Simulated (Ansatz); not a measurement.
## Mo(001): from terraces to steps

Level of theory: Ansatz, DFT PBE, scalar-relativistic, plane waves, PAW.

Cutoff 420 eV, Γ-centred meshes of like density (2×10×1 for the 24-atom cell), Gaussian smearing of 0.10 eV, energies at zero smearing and 0 K, each start's symmetry kept, no spin polarisation.

A (001) slab of relaxed bulk Mo (Im-3m, 15.78 Å³/atom, gap on the mesh 0.00 eV), 4 planes in a 6×1 cell with the lowest 2 held; added atoms sit on lattice sites of the next plane. A dipole correction is on. The surface energy is the mean of the held and the free face; step energies are per length and the mean of the stripe's two steps, which run along the shortest translation of the plane; step and island energies count from the flat slab and bulk atoms.

The flat slab gives a surface energy of 3.39 J/m² (211.9 meV/Å²); planes follow at h = 1.58 Å, and an atom takes 9.99 Å² of its plane.

**Question.** Estimate the step energy β from the surface energy and compare with the stripes.

**Answer.** A step opens a strip of height h, so a first guess is γh = 211.9 × 1.58 = 335 meV/Å. Computed: 18 meV/Å for the stripe 2 surface cells wide, 24 meV/Å for the stripe 3 surface cells wide, 0.05 and 0.07 of the guess. The step costs less than a free strip of the same face. The two widths differ by 7 meV/Å (before rounding), from step–step interaction and confinement in so narrow a cell, or from the k mesh, which in a metal moves β by several meV/Å. A vicinal face tilted by θ holds tan θ/h steps per length, so its energy per terrace area is γ + (β/h) tan θ for far-apart steps, with β/h = 0.25 J/m² from the wider stripe and 0.18 from the narrower, so β isn't converged with width.

Slabs of three or four planes are thin, so both faces still feel each other.

Small energy differences in metals hang on the k mesh (about 10 mJ/m² or 1 to 2 meV/atom on the mesh of the relaxation).

Both stripes put the step at only a small fraction of the free-strip guess, and bond counting on a bcc (001) face explains why. Nearest neighbours lie in adjacent planes, never within the same plane, so an atom added at a lattice site makes as many nearest-neighbour bonds to the plane below as it contributes on average in the bulk. A straight step along the cell edge therefore breaks no additional nearest-neighbour bonds. It cuts second-neighbour contacts within the plane and redistributes coordination among the atoms at its foot and edge. The remaining cost probably reflects those contacts, together with the non-pairwise d bonding of Mo and relaxation at the edge.

The γh estimate fails because it treats the riser as an independent surface, counting bonds already lost on the terraces. The results support a low step cost, but not a sign or range for the step–step interaction. Clean Mo(001) is known to reconstruct on cooling with in-plane displacements that this cell cannot accommodate, so step energies on the reconstructed terrace remain open.
